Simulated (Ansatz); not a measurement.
## Eigenvalues along a path: CoSi (rocksalt type)

```
Co Si
1.0
     0.00000    2.21866    2.21866
     2.21866    0.00000    2.21866
     2.21866    2.21866    0.00000
Co Si
1 1
Direct
  0.00000 0.00000 0.00000
  0.50000 0.50000 0.50000
```

The cell comes from a relaxation on PAW files under the same functional, begun from a prototype that needn't be the stable phase.

Computed with Ansatz 0.2.0; functional r²SCAN, scalar-relativistic. Settings: a Γ-centred 14×14×14 k mesh, Fermi–Dirac smearing of 0.1 eV, no spin polarisation. Methods: PAW: frozen-core files, cutoff 500 eV.

This run: volume at 0.88 of the series' base cell.

Spin polarisation is left out, though a magnetic state may lie lower. The PAW files were made under PBE.

Path points, in fractions of the reciprocal vectors: Γ (0.000, 0.000, 0.000), X (0.500, 0.000, 0.500), U (0.625, 0.250, 0.625), K (0.375, 0.375, 0.750), L (0.500, 0.500, 0.500), W (0.500, 0.250, 0.750). The distance column jumps between branches of the path. Levels in eV from the Fermi level; bands 5 to 13, counted from the lowest band of the run. The gap is zero, the pressure 28.5 GPa.

```
# k(1/Å) point b5 b6 b7 b8 b9 b10 b11 b12 b13
0.000 Γ -14.09 -2.64 -2.64 -2.64 -2.34 -2.34 5.46 5.46 5.46
0.177 - -13.96 -2.70 -2.62 -2.62 -2.47 -2.31 5.26 5.26 5.47
0.354 - -13.59 -2.87 -2.84 -2.57 -2.57 -2.25 4.70 4.70 5.51
0.531 - -12.98 -3.39 -3.13 -2.47 -2.47 -2.15 3.90 3.90 5.57
0.708 - -12.16 -4.02 -3.42 -2.30 -2.30 -2.03 2.99 2.99 5.50
0.885 - -11.16 -4.66 -3.70 -2.03 -2.03 -1.92 2.05 2.05 4.13
1.062 - -10.08 -5.27 -3.93 -1.82 -1.68 -1.68 1.17 1.17 2.26
1.239 - -9.09 -5.82 -4.08 -1.75 -1.24 -1.24 0.40 0.40 0.91
1.416 X -8.61 -6.11 -4.13 -1.72 -0.94 -0.94 -0.01 -0.01 0.42
1.479 - -8.60 -6.10 -4.15 -1.77 -0.95 -0.94 -0.12 0.05 0.47
1.541 - -8.57 -6.08 -4.20 -1.89 -0.96 -0.91 -0.36 0.22 0.55
1.604 - -8.51 -6.05 -4.28 -2.05 -0.97 -0.87 -0.64 0.47 0.60
1.666 - -8.44 -6.00 -4.42 -2.22 -0.99 -0.91 -0.81 0.62 0.78
1.729 - -8.35 -5.94 -4.62 -2.40 -1.13 -1.02 -0.74 0.62 1.12
1.791 - -8.25 -5.87 -4.88 -2.57 -1.28 -1.05 -0.64 0.60 1.50
1.854 - -8.16 -5.79 -5.19 -2.73 -1.36 -1.09 -0.53 0.57 1.90
1.917 U -8.09 -5.69 -5.50 -2.88 -1.38 -1.14 -0.40 0.54 2.32
2.784 K -8.09 -5.69 -5.50 -2.88 -1.38 -1.14 -0.40 0.54 2.32
2.971 - -8.37 -5.99 -5.34 -3.21 -1.31 -1.19 0.09 0.42 3.69
3.159 - -9.48 -5.55 -4.91 -3.38 -1.52 -1.01 0.50 0.75 5.21
3.347 - -10.75 -4.75 -4.42 -3.39 -1.77 -1.16 1.00 1.58 6.80
3.535 - -11.90 -3.94 -3.91 -3.25 -2.03 -1.51 1.81 2.54 8.03
3.722 - -12.83 -3.42 -3.27 -3.00 -2.27 -1.88 2.83 3.58 7.46
3.910 - -13.52 -3.01 -2.83 -2.70 -2.47 -2.19 3.97 4.55 6.45
4.098 - -13.95 -2.74 -2.64 -2.59 -2.44 -2.34 5.01 5.23 5.72
4.286 Γ -14.09 -2.64 -2.64 -2.64 -2.34 -2.34 5.46 5.46 5.46
4.439 - -13.99 -2.71 -2.62 -2.62 -2.37 -2.37 5.04 5.53 5.53
4.592 - -13.71 -2.94 -2.67 -2.67 -2.36 -2.36 4.00 5.71 5.71
4.745 - -13.24 -3.35 -2.87 -2.87 -2.20 -2.20 2.75 5.96 5.96
4.899 - -12.60 -3.98 -3.12 -3.12 -1.96 -1.96 1.58 6.24 6.24
5.052 - -11.80 -4.87 -3.35 -3.35 -1.70 -1.70 0.68 6.53 6.53
5.205 - -10.85 -5.98 -3.53 -3.53 -1.46 -1.46 0.10 6.83 6.83
5.359 - -9.79 -7.17 -3.65 -3.65 -1.29 -1.29 -0.22 7.16 7.16
5.512 L -8.98 -8.05 -3.69 -3.69 -1.23 -1.23 -0.31 7.38 7.38
5.637 - -8.94 -7.98 -3.74 -3.67 -1.23 -1.22 -0.33 6.50 6.52
5.762 - -8.85 -7.80 -3.88 -3.61 -1.24 -1.20 -0.38 5.30 5.32
5.887 - -8.71 -7.50 -4.11 -3.52 -1.26 -1.14 -0.46 4.06 4.24
6.013 - -8.52 -7.10 -4.39 -3.44 -1.28 -1.04 -0.55 2.86 3.28
6.138 - -8.30 -6.61 -4.70 -3.42 -1.27 -0.89 -0.63 1.77 2.45
6.263 - -8.09 -6.07 -5.00 -3.53 -1.20 -0.70 -0.67 0.85 1.77
6.388 - -7.92 -5.56 -5.22 -3.77 -1.04 -0.65 -0.51 0.11 1.27
6.513 W -7.85 -5.31 -5.31 -3.93 -0.94 -0.41 -0.41 -0.41 1.07
6.602 - -7.89 -5.48 -5.12 -3.85 -0.94 -0.51 -0.41 -0.31 1.06
6.690 - -7.99 -5.64 -4.92 -3.62 -0.94 -0.61 -0.40 -0.22 1.04
6.779 - -8.13 -5.78 -4.73 -3.28 -0.94 -0.70 -0.39 -0.15 1.00
6.867 - -8.28 -5.90 -4.54 -2.87 -0.94 -0.78 -0.37 -0.09 0.93
6.956 - -8.42 -5.99 -4.38 -2.45 -0.94 -0.85 -0.32 -0.05 0.83
7.044 - -8.52 -6.05 -4.25 -2.08 -0.94 -0.90 -0.23 -0.03 0.69
7.133 - -8.59 -6.09 -4.16 -1.82 -0.94 -0.93 -0.10 -0.02 0.52
7.221 X -8.61 -6.11 -4.13 -1.72 -0.94 -0.94 -0.01 -0.01 0.42
```
